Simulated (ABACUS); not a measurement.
## ZrB: equation of state with PBE

The system is ZrB.

```
Zr B
1.0
     0.00000    2.32500    2.32500
     2.32500    0.00000    2.32500
     2.32500    2.32500    0.00000
Zr B
1 1
Direct
  0.00000 0.00000 0.00000
  0.50000 0.50000 0.50000
```

```yaml
Program: ABACUS 3.10.1
Task: equation of state
Functional: PBE
Potentials_or_basis: PseudoDojo NC SR 0.4.1 PBE standard
Cutoff: 1034 eV
Density_cutoff: 4136 eV
Basis: plane waves
k_mesh: 10 × 10 × 10
Occupations: fermi-dirac, width 0.05 eV
Spin: no spin polarisation
Radial_cutoff_of_the_potentials_pseudo_rcut: 10 bohr
SCF_threshold_on_the_density: 1e-08
Max_SCF_steps: 100
Eigensolver: dav
Mixing: broyden
Mixing_share: 0.7
Symmetry_key: 1
Bands: 12
```

```
Equilibrium volume : outside the volumes run
```

Energy against volume, from the lowest point:
```tsv
volume (Å³/atom)	energy (meV/atom)
11.814	333.00
12.065	253.83
12.317	185.21
12.568	126.28
12.819	76.25
13.071	34.38
13.322	0.00
```

All runs of the series together: 38 s on 4 threads of Intel(R) Xeon(R) 6975P-C (Granite Rapids), with other jobs on the host.
